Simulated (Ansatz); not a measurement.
# How Li₂Se (Fm-3m) stiffens under pressure

```
CELL_PARAMETERS angstrom
0.00000 2.97237 2.97237
2.97237 0.00000 2.97237
2.97237 2.97237 0.00000
ATOMIC_POSITIONS crystal
Li 0.25000 0.25000 0.25000
Li 0.75000 0.75000 0.75000
Se 0.00000 0.00000 0.00000
```

This is the zero-pressure cell. At each pressure cell and atoms are relaxed in this structure, and the constants are slopes of the stress at strains of ±0.005 with relaxed ions (the coefficients that govern stability under load). Level: PBEsol, PAW on Ansatz 0.2.0's default frozen-core files (fitted under PBE), scalar-relativistic; k mesh 6×6×6, strains of ±0.005, fixed occupations, cutoff 420 eV. P is the pressure of the relaxed cell, less that of this one.

```tsv
P (GPa)	V/V₀	C11 (GPa)	C12 (GPa)	C44 (GPa)
0.00	1.0000	68.4	18.5	28.5
1.00	0.9735	72.8	22.1	30.0
2.00	0.9498	77.0	25.6	31.4
3.97	0.9101	84.9	32.4	33.8
7.01	0.8613	96.5	42.6	36.6
9.94	?	?	?	?
14.98	0.7724	124.3	68.5	41.4
```

Problem. Does the bulk modulus from the constants agree with the pressure-volume curve?

Solution. A third-order Birch-Murnaghan fit to the volumes shown (F against f, f = [(V₀/V)^(2/3) − 1]/2) gives B₀ = 35.1 GPa and B′ = 3.9. Its −V dP/dV stands beside (C11 + 2C12)/3:

```csv
P (GPa),from P(V),from the constants
0.00,35.1,35.2
1.00,39.0,39.0
2.00,42.7,42.7
3.97,49.9,49.9
7.01,60.6,60.6
14.98,87.1,87.1
```

Problem. What are the pressure derivatives at zero pressure?

Solution. Slopes at V₀ of quadratic fits in −ln(V/V₀) through the first four rows shown, divided by B₀: dC11/dP = 4.4, dC12/dP = 3.6, dC44/dP = 1.7. The mean slopes up to 2.0 GPa are 4.3, 3.5, 1.5; curvature and scatter of the constants part the two. The combination (dC11/dP + 2 dC12/dP)/3 = 3.9 stands against B′.

Problem. Fill the row at 9.94 GPa.

Solution. Cubic fits in −ln(V/V₀) through all rows shown give C11 = 107.0, C12 = 52.3, C44 = 38.7 GPa. Computed: V/V₀ = 0.8236, C11 (GPa) = 107.0, C12 (GPa) = 52.3, C44 (GPa) = 38.7.

Problem. Does a shear stiffness soften?

Solution. C44 goes from 28.5 to 41.4 GPa; (C11 − C12)/2 goes from 25.0 to 27.9 GPa. Neither ends more than 3 % under its start, and the lattice stays mechanically stable over this range.

Limits of these numbers: no other phase was computed; many crystals of this kind change structure within this range, and rows or crossings beyond such a change describe a metastable lattice; frozen-core PAW files fitted under PBE, their cores solved anew for the functional of the run; phonons weren't checked at these pressures.
